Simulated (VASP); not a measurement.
Ni:

```
Ni
1.0
     0.00000    1.73757    1.73757
     1.73757    0.00000    1.73757
     1.73757    1.73757    0.00000
Ni
1
Cartesian
  0.0000 0.0000 0.0000
```

- Program: VASP 6.6.1
- Task: relaxation of cell and atoms
- Functional: LDA
- Potentials or basis: VASP PAW LDA potentials, release 64 (Ni)
- Cutoff: 600 eV
- k mesh: 13 × 13 × 13
- Occupations: fermi-dirac, width 0.05 eV
- Spin: collinear spin, ferromagnetic start
- Starting moments: [1.0] μB

At the start: pressure -10.3 GPa; volume 10.49 Å³/atom.

Q: Where does the relaxation end?

A: Over 4 steps the energy falls by 15.5 meV/atom and the volume is 10.02 Å³/atom (-4.5 %); space group Fm-3m (No. 225, to 0.05 Å); moment 0.61 μB per cell.

Step by step:
| step | energy change (eV) | largest force (eV/Å) | pressure (GPa) | volume (Å³) |
| --- | --- | --- | --- | --- |
| 1 | 0.0000 | 0.0000 | -10.29 | 10.49 |
| 2 | 0.0089 | 0.0000 | 15.67 | 9.50 |
| 3 | -0.0155 | 0.0000 | -0.17 | 10.03 |
| 4 | -0.0155 | 0.0000 | 0.07 | 10.02 |

Final structure:
```
Ni
1.0
     0.00000    1.71139    1.71139
     1.71139    0.00000    1.71139
     1.71139    1.71139    0.00000
Ni
1
Direct
  0.00000 0.00000 0.00000
```
